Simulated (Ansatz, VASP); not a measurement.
## Y in VASP and in Ansatz

Contents of INCAR:

```
  PREC = Accurate
  ENCUT = 520
  EDIFF = 1E-6
  ISMEAR = 0
  SIGMA = 0.15
  LREAL = False
  LASPH = True
  NELM = 100
  ALGO = Fast
  ISIF = 2
  LWAVE = False
  LCHARG = False
  NBANDS = 12
```

Contents of KPOINTS:

```
regular mesh
0
Gamma
  18 18 18
```

POSCAR

```
Y
1.0
    0.0000000000      2.4850000000      2.4850000000
    2.4850000000      0.0000000000      2.4850000000
    2.4850000000      2.4850000000      0.0000000000
Y
1
Direct
    0.0000000000      0.0000000000      0.0000000000
```

Input for Ansatz:

```yaml
crystal:
  lattice:
    - [0.0, 2.485, 2.485]
    - [2.485, 0.0, 2.485]
    - [2.485, 2.485, 0.0]
  atoms:
    - { symbol: "Y", position: [0.0, 0.0, 0.0] }
basis:
  ecutwfc: 420
kpoints:
  mp_grid: { grid: [18, 18, 18] }
hamiltonian:
  xc: lda
scf:
  occupations: { method: gaussian, width: 0.15 }
output:
  forces: true
  stress: true
  eigenvalues: true
```

This isn't the form of Y at room conditions, which is hcp.

Alike in both runs: task single point; functional LDA; k mesh 18 × 18 × 18; occupations gaussian, width 0.15 eV; no spin polarisation.

|  | VASP | Ansatz |
| --- | --- | --- |
| version | VASP 6.6.1 | Ansatz 0.2.0 |
| potentials or method | VASP PAW LDA potentials, release 64 (Y_sv) | scalar-relativistic, plane waves, PAW |
| plane-wave cutoff (eV) | 520 | 420 |
| valence electrons in the cell | 11 | 11 |

```tsv
	VASP	Ansatz	Ansatz less VASP
gap on the k mesh at the Fermi level (eV)	none	none	-
pressure (GPa)	-1.9	-1.7	+0.12
```

A gap of «none» marks a metal or a gap that the smearing closes.
